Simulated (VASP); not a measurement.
# Te2Pt in VASP: further runs

The runs below take Te2Pt through single point, relaxation of the atoms, with rev-vdW-DF2.

All numbers are computed with VASP 6.6.1; they aren't measurements. Logs are shortened: lines on timing, memory, paths and dates and some standing lists are left out, and cuts for length are marked.

## Step 1: The slab as given

The cell holds a slab with vacuum, 9 atoms: a = 4.072 Å, b = 4.072 Å, c = 28.202 Å, α = 90.00°, β = 90.00°, γ = 120.00°.

## Step 2: Single point, rev-vdW-DF2

Input file INCAR:

```
  AGGAC = 0.0
  ALGO = Fast
  DIPOL = 0.5 0.5 0.500
  EDIFF = 1E-6
  ENCUT = 520
  GGA = MK
  ICORELEVEL = 1
  IDIPOL = 3
  ISIF = 2
  ISMEAR = 1
  KPAR = 4
  LASPH = T
  LCHARG = F
  LDIPOL = T
  LREAL = F
  LUSE_VDW = T
  LVACPOTAV = T
  LVHAR = T
  LWAVE = F
  NBANDS = 43
  NELM = 80
  PARAM1 = 0.1234
  PARAM2 = 0.711357
  PREC = Accurate
  SIGMA = 0.1
  ZAB_VDW = -1.8867
```

Input file KPOINTS:

```
k-points
0
Gamma
  12 12 1
```

Input file POSCAR:

```
Te2Pt
1.0
    4.0720587800      0.0000000000      0.0000000000
   -2.0360301100      3.5265061900      0.0000000000
    0.0000000000      0.0000000000     28.2017458700
Te Pt
6 3
Direct
    0.6666670000      0.3333340000      0.2659409800
    0.3333330000      0.6666660000      0.3631208500
    0.6666670000      0.3333340000      0.4514100700
    0.3333330000      0.6666660000      0.5485899300
    0.6666670000      0.3333340000      0.6368791500
    0.3333330000      0.6666660000      0.7340590200
    0.0000000000      0.0000000000      0.3145309200
    0.0000000000      0.0000000000      0.5000000000
    0.0000000000      0.0000000000      0.6854690800
```

Potentials or basis: VASP PAW PBE potentials, release 64 (Te, Pt).

The run is started by

```console
$ cat potpaw_PBE.64/Te/POTCAR potpaw_PBE.64/Pt/POTCAR > POTCAR
$ mpirun -np 4 vasp_std > vasp.out
```

OUTCAR:

```text
EDIFF = 1E-6
   ENCUT = 520
   GGA = MK
   ISIF = 2
   ISMEAR = 1
   LASPH = T
   LREAL = F
   NELM = 80
   PREC = Accurate

 ion  position               nearest neighbor table
   1  0.667  0.333  0.266-   7 2.72   7 2.72   7 2.72   2 3.61   2 3.61   2 3.61
   2  0.333  0.667  0.363-   7 2.72   7 2.72   7 2.72   3 3.42   3 3.42   3 3.42   1 3.61   1 3.61
                             1 3.61
   3  0.667  0.333  0.451-   8 2.72   8 2.72   8 2.72   2 3.42   2 3.42   2 3.42   4 3.61   4 3.61
                             4 3.61
   4  0.333  0.667  0.549-   8 2.72   8 2.72   8 2.72   5 3.42   5 3.42   5 3.42   3 3.61   3 3.61
                             3 3.61
   5  0.667  0.333  0.637-   9 2.72   9 2.72   9 2.72   4 3.42   4 3.42   4 3.42   6 3.61   6 3.61
                             6 3.61
   6  0.333  0.667  0.734-   9 2.72   9 2.72   9 2.72   5 3.61   5 3.61   5 3.61
   7  0.000  0.000  0.315-   2 2.72   1 2.72   2 2.72   1 2.72   2 2.72   1 2.72
   8  0.000  0.000  0.500-   4 2.72   3 2.72   3 2.72   4 2.72   3 2.72   4 2.72
   9  0.000  0.000  0.685-   5 2.72   6 2.72   5 2.72   6 2.72   5 2.72   6 2.72

  LATTYP: Found a hexagonal cell.
 ALAT       =     4.0720587800
 C/A-ratio  =     6.9256725882

  Lattice vectors:

 A1 = (   4.0720587800,   0.0000000000,   0.0000000000)
 A2 = (  -2.0360301100,   3.5265061900,   0.0000000000)
 A3 = (   0.0000000000,   0.0000000000,  28.2017458700)

Analysis of symmetry for initial positions (statically):
=====================================================================
 Subroutine PRICEL returns:
 Original cell was already a primitive cell.

 Routine SETGRP: Setting up the symmetry group for a
 hexagonal supercell.

 Subroutine GETGRP returns: Found 12 space group operations
 (whereof 12 operations were pure point group operations)
 out of a pool of 24 trial point group operations.

The static configuration has the point symmetry D_3d.

Analysis of symmetry for dynamics (positions and initial velocities):
=====================================================================
 Subroutine PRICEL returns:
 Original cell was already a primitive cell.

 Routine SETGRP: Setting up the symmetry group for a
 hexagonal supercell.

 Subroutine GETGRP returns: Found 12 space group operations
 (whereof 12 operations were pure point group operations)
 out of a pool of 24 trial point group operations.

The dynamic configuration has the point symmetry D_3d.

 Subroutine INISYM returns: Found 12 space group operations
 (whereof 12 operations are pure point group operations),
 and found     1 'primitive' translations

----------------------------------------------------------------------------------------

                                     Primitive cell

  volume of cell :     404.9810

  direct lattice vectors                    reciprocal lattice vectors
     4.072058780  0.000000000  0.000000000     0.245576023  0.141783439  0.000000000
    -2.036030110  3.526506190  0.000000000     0.000000000  0.283566779  0.000000000
     0.000000000  0.000000000 28.201745870     0.000000000  0.000000000  0.035458798

  length of vectors
     4.072058780  4.072059002 28.201745870     0.283566794  0.283566779  0.035458798

  position of ions in fractional coordinates (direct lattice)
     0.666667000  0.333334000  0.265940980
     0.333333000  0.666666000  0.363120850
     0.666667000  0.333334000  0.451410070
     0.333333000  0.666666000  0.548589930
     0.666667000  0.333334000  0.636879150
     0.333333000  0.666666000  0.734059020
     0.000000000  0.000000000  0.314530920
     0.000000000  0.000000000  0.500000000
     0.000000000  0.000000000  0.685469080

  ion indices of the primitive-cell ions
   primitive index   ion index
                 1           1
                 2           2
                 3           3
                 4           4
                 5           5
                 6           6
                 7           7
                 8           8
                 9           9

----------------------------------------------------------------------------------------

[... 53 lines left out ...]
 SYSTEM =  unknown system
   PREC   = accura    normal or accurate (medium, high low for compatibility)
   ISTART =      0    job   : 0-new  1-cont  2-samecut
   ICHARG =      2    charge: 1-file 2-atom 10-const
   ISPIN  =      1    spin polarized calculation?
   LNONCOLLINEAR =      F non collinear calculations
   LSORBIT =      F    spin-orbit coupling
   LASPH  =      T    aspherical Exc in radial PAW
   ENCUT  =  520.0 eV  38.22 Ry    6.18 a.u.   7.57  7.57 52.44*2*pi/ulx,y,z
   NELM   =     80;   NELMIN=  2; NELMDL= -5     # of ELM steps
   EDIFF  = 0.1E-05   stopping-criterion for ELM
   LREAL  =      F    real-space projection
   EDIFFG = 0.1E-04   stopping-criterion for IOM
   NSW    =      0    number of steps for IOM
   IBRION =     -1    ionic relax: 0-MD 1-quasi-New 2-CG
   NFREE  =      0    steps in history (QN), initial steepest desc. (CG)
   ISIF   =      2    stress and relaxation
   ISYM   =      2    0-nonsym 1-usesym 2-fastsym
   POTIM  = 0.5000    time-step for ionic-motion
   TEBEG  =    0.0;   TEEND  =   0.0 temperature during run
   PSTRESS=    0.0 pullay stress
   NELECT =      66.0000    total number of electrons
   NUPDOWN=      -1.0000    fix difference up-down
   EMIN   =  10.00;   EMAX   =-10.00  energy-range for DOS
   EFERMI =   0.00;   METHOD = LEGACY
   ISMEAR =     1;   SIGMA  =   0.10  broadening in eV -4-tet -1-fermi 0-gaus
   EFERMI_NEDOS =   21; number of points for ismear=-14 and -15
   IALGO  =     68    algorithm
   IMIX   =      4    mixing-type and parameters
     AMIX     =   0.40;   BMIX     =  1.00
     AMIX_MAG =   1.60;   BMIX_MAG =  1.00
  volume/ion in A,a.u.               =      45.00       303.66
  Fermi-wavevector in a.u.,A,eV,Ry     =   0.894220  1.689832 10.879629  0.799630
  Thomas-Fermi vector in A             =   2.016398
   LORBIT       =      0    0 simple, 1 ext, 2 COOP (PROOUT), +10 PAW based schemes
   GGA     = MK    functional components
   LHFCALC =     F    Hartree Fock is set to
   AEXX    =    0.0000 exact exchange contribution
   IVDW_NL    =     1    kernel type
   BPARAM     = 6.3000
   IVDW    =     0    specifies the selected vdW correction
   LEPSILON=     F    determine dielectric tensor
   LRPA    =     F    only Hartree local field effects (RPA)
 non-spin polarized calculation
 RMM-DIIS sequential band-by-band and
 Methfessel and Paxton  Order N= 1 SIGMA  =   0.10
  energy-cutoff  :      520.00
  volume of cell :      404.98
 maximum number of plane-waves:     10975
   NGX = 15   NGY = 15   NGZ =105

 number of electron      65.9999994 magnetization

 dipolmoment           0.000000      0.000000     -0.000000 electrons x Angstroem

 Free energy of the ion-electron system (eV)
  ---------------------------------------------------
  ext. energy  EPLUGINS =         0.00000000
  ---------------------------------------------------
  free energy    TOTEN  =       -24.00824631 eV

  energy without entropy =      -24.00155683  energy(sigma->0) =      -24.00601648

 the core state eigenenergies are
   1-  1s -31613.8054  2s  -4841.3516  2p  -4344.7516  3s   -957.5473  3p   -796.2055
       3d   -552.4563  4s   -157.0207  4p   -107.0567  4d    -34.3659
   2-  1s -31614.0022  2s  -4841.5449  2p  -4344.9450  3s   -957.7489  3p   -796.4070
       3d   -552.6564  4s   -157.2377  4p   -107.2756  4d    -34.5901
   3-  1s -31614.0471  2s  -4841.5894  2p  -4344.9895  3s   -957.7934  3p   -796.4515
       3d   -552.7009  4s   -157.2822  4p   -107.3201  4d    -34.6345
   4-  1s -31614.0471  2s  -4841.5894  2p  -4344.9895  3s   -957.7934  3p   -796.4515
       3d   -552.7009  4s   -157.2822  4p   -107.3201  4d    -34.6345
   5-  1s -31614.0022  2s  -4841.5449  2p  -4344.9450  3s   -957.7489  3p   -796.4070
       3d   -552.6564  4s   -157.2377  4p   -107.2756  4d    -34.5901
   6-  1s -31613.8054  2s  -4841.3516  2p  -4344.7516  3s   -957.5473  3p   -796.2055
       3d   -552.4563  4s   -157.0207  4p   -107.0567  4d    -34.3659
   7-  1s -78396.1680  2s -13765.8255  2p -11926.0946  3s  -3229.6859  3p  -2694.1865
       3d  -2114.5593  4s   -689.9959  4p   -514.4402  4d   -301.5148  4f    -64.9256
       5s    -96.4079  5p    -50.5212
   8-  1s -78396.1726  2s -13765.8301  2p -11926.0990  3s  -3229.6949  3p  -2694.1956
       3d  -2114.5676  4s   -690.0116  4p   -514.4565  4d   -301.5318  4f    -64.9441
       5s    -96.4395  5p    -50.5596
   9-  1s -78396.1680  2s -13765.8255  2p -11926.0946  3s  -3229.6859  3p  -2694.1865
       3d  -2114.5593  4s   -689.9959  4p   -514.4402  4d   -301.5148  4f    -64.9256
       5s    -96.4079  5p    -50.5212

 E-fermi :   2.5567     XC(G=0):  -6.5299

 val. band max:        2.5522578895   @ k =   0.3333   0.2500   0.0000
 cond. band min:       2.5636828207   @ k =   0.1667  -0.0000   0.0000
 fundamental gap:      0.0114249312
 Fermi energy:         2.5566725888

 k-point     1 :       0.0000    0.0000    0.0000
  band No.  band energies     occupation
      1     -11.2161      2.00000
      2     -10.8529      2.00000
      3     -10.4854      2.00000
      4      -9.4285      2.00000
      5      -8.7424      2.00000
      6      -8.2486      2.00000
[... 863 lines left out ...]
     42       7.5813      0.00000
     43       8.6143      0.00000

------------------------ aborting loop because EDIFF is reached ----------------------------------------

  FORCE on cell =-STRESS in cart. coord.  units (eV):
  Direction    XX          YY          ZZ          XY          YZ          ZX
  --------------------------------------------------------------------------------------
  -------------------------------------------------------------------------------------
  Total       -1.7398879     -1.7398877     -0.1086974      0.0000004      0.0000000     -0.0000000
  in kB       -6.8833074     -6.8833068     -0.4300264      0.0000014      0.0000000     -0.0000000
  external PRESSURE =      -4.7322135 kB  Pullay stress =       0.0000000 kB

 VOLUME and BASIS-vectors are now :
 -----------------------------------------------------------------------------
  energy-cutoff  :      520.00
  volume of cell :      404.98
      direct lattice vectors                 reciprocal lattice vectors
     4.072058780  0.000000000  0.000000000     0.245576023  0.141783439  0.000000000
    -2.036030110  3.526506190  0.000000000     0.000000000  0.283566779  0.000000000
     0.000000000  0.000000000 28.201745870     0.000000000  0.000000000  0.035458798

 POSITION                                       TOTAL-FORCE (eV/Angst)
 -----------------------------------------------------------------------------------
      2.03603      1.17550      7.50000         0.000000     -0.000000     -0.086836
     -0.00000      2.35100     10.24064         0.000000     -0.000000     -0.162790
      2.03603      1.17550     12.73055        -0.000000     -0.000000      0.055949
     -0.00000      2.35100     15.47119         0.000000      0.000000     -0.055949
      2.03603      1.17550     17.96110        -0.000000      0.000000      0.162790
     -0.00000      2.35100     20.70175         0.000000      0.000000      0.086836
      0.00000      0.00000      8.87032        -0.000000     -0.000000      0.219495
      0.00000      0.00000     14.10087        -0.000000     -0.000000     -0.000000
      0.00000      0.00000     19.33142        -0.000000     -0.000000     -0.219495
 -----------------------------------------------------------------------------------
    total drift:                               -0.000000      0.000000      0.000000

  FREE ENERGIE OF THE ION-ELECTRON SYSTEM (eV)
  ---------------------------------------------------
  free  energy   TOTEN  =       -24.0082463082 eV

  energy  without entropy=      -24.0015568317  energy(sigma->0) =      -24.00601648

Total vdW correction in eV:     11.1118539

 vacuum level on the upper side and lower side of the slab         7.173         7.173
```

Run time: 7.5 min. Hardware: 4 MPI ranks of Intel Xeon Platinum 8488C (Sapphire Rapids), shared host; peak memory 1.5 GiB.

Results:

| Quantity | Value |
| --- | --- |
| Free energy | -24.0082 eV |
| Largest force | 0.219 eV/Å |
| Band gap on the k mesh | none (metal or under the smearing width) |
| Work function of the upper face | 4.62 eV |
| Work function of the lower face | 4.62 eV |

Forces on the atoms (eV/Å):
```
Te   0.000  0.000 -0.087
Te   0.000  0.000 -0.163
Te   0.000  0.000  0.056
Te   0.000  0.000 -0.056
Te   0.000  0.000  0.163
Te   0.000  0.000  0.087
Pt   0.000  0.000  0.219
Pt   0.000  0.000  0.000
Pt   0.000  0.000 -0.219
```

Core levels (eV, on the scale of the bands):
```tsv
atom	levels
1 Te	1s -31613.8, 2s -4841.4, 2p -4344.8, 3s -957.5, 3p -796.2, 3d -552.5, 4s -157.0, 4p -107.1, 4d -34.4
2 Te	1s -31614.0, 2s -4841.5, 2p -4344.9, 3s -957.7, 3p -796.4, 3d -552.7, 4s -157.2, 4p -107.3, 4d -34.6
3 Te	1s -31614.0, 2s -4841.6, 2p -4345.0, 3s -957.8, 3p -796.5, 3d -552.7, 4s -157.3, 4p -107.3, 4d -34.6
4 Te	1s -31614.0, 2s -4841.6, 2p -4345.0, 3s -957.8, 3p -796.5, 3d -552.7, 4s -157.3, 4p -107.3, 4d -34.6
5 Te	1s -31614.0, 2s -4841.5, 2p -4344.9, 3s -957.7, 3p -796.4, 3d -552.7, 4s -157.2, 4p -107.3, 4d -34.6
6 Te	1s -31613.8, 2s -4841.4, 2p -4344.8, 3s -957.5, 3p -796.2, 3d -552.5, 4s -157.0, 4p -107.1, 4d -34.4
```

Caveat: the PAW data sets were made with another functional, which shifts forces and pressure a little. The run has no spin-orbit coupling, so splittings on Pt, Te are missing.

## Step 3: Relaxation of the atoms, rev-vdW-DF2

Input file INCAR:

```
SYSTEM = Te2Pt
PREC = Accurate ; ENCUT = 520
EDIFF = 1E-6 ; ISMEAR = 1
SIGMA = 0.1 ; LREAL = .FALSE.
LASPH = .TRUE. ; NELM = 80
ALGO = Normal ; ISIF = 2
LWAVE = .FALSE. ; LCHARG = .FALSE.
LDIPOL = .TRUE. ; IDIPOL = 3
DIPOL = 0.5 0.5 0.500 ; GGA = MK
LUSE_VDW = .TRUE. ; AGGAC = 0.0
PARAM1 = 0.1234 ; PARAM2 = 0.711357
ZAB_VDW = -1.8867 ; IBRION = 2
NSW = 80 ; EDIFFG = -0.02
KPAR = 4
```

Input file KPOINTS:

```
Automatic mesh
0
G
  12 12 1
  0 0 0
```

POSCAR is that of step 2.

Potentials or basis: VASP PAW PBE potentials, release 64 (Te, Pt).

The run is started by

```console
$ cat potpaw_PBE.64/Te/POTCAR potpaw_PBE.64/Pt/POTCAR > POTCAR
$ mpirun -np 4 vasp_std > vasp.out
```

Wall time 16 min (4 MPI ranks of Intel Xeon Platinum 8488C (Sapphire Rapids), shared host); peak memory 1.5 GiB.

The run converged. Its results:

| Item | Value |
| --- | --- |
| Free energy | -24.0137 eV |
| Energy gained by relaxing | 0.6 meV/atom |
| Ionic steps | 3 |
| Largest force after relaxing | 0.018 eV/Å |
| Band gap on the k mesh | none (metal or under the smearing width) |

Forces on the atoms (eV/Å):
```
Te   0.000  0.000  0.006
Te   0.000  0.000 -0.017
Te   0.000  0.000  0.018
Te   0.000  0.000 -0.018
Te   0.000  0.000  0.017
Te   0.000  0.000 -0.006
Pt   0.000  0.000 -0.011
Pt   0.000  0.000  0.000
Pt   0.000  0.000  0.011
```

The path:
| step | energy change (eV) | largest force (eV/Å) | pressure (GPa) |
| --- | --- | --- | --- |
| 1 | 0.0000 | 0.2195 | -0.47 |
| 2 | -0.0051 | 0.0510 | -0.45 |
| 3 | -0.0054 | 0.0180 | -0.44 |

Final structure:
```xyz
9
Lattice="4.0721 0.0000 0.0000 -2.0360 3.5265 0.0000 0.0000 0.0000 28.2017" Properties=species:S:1:pos:R:3 pbc="T T T"
Te    2.0360    1.1755    7.4945
Te    0.0000    2.3510   10.2304
Te    2.0360    1.1755   12.7341
Te    0.0000    2.3510   15.4677
Te    2.0360    1.1755   17.9713
Te    0.0000    2.3510   20.7072
Pt    0.0000    0.0000    8.8841
Pt    0.0000    0.0000   14.1009
Pt    0.0000    0.0000   19.3177
```

Levels at points of the mesh, in eV from the Fermi level:
| k point | band 31 | band 32 | band 33 | band 34 | band 35 | band 36 |
| --- | --- | --- | --- | --- | --- | --- |
| (0.00, 0.00, 0.00) | -0.52 | -0.40 | 0.74 | 1.12 | 1.12 | 1.64 |
| (0.50, 0.00, 0.00) | -2.38 | -1.88 | -1.09 | 0.40 | 0.67 | 1.16 |

Caveat: the PAW data sets were made with another functional, which shifts forces and pressure a little.

(Continued in part 2 of 2.)
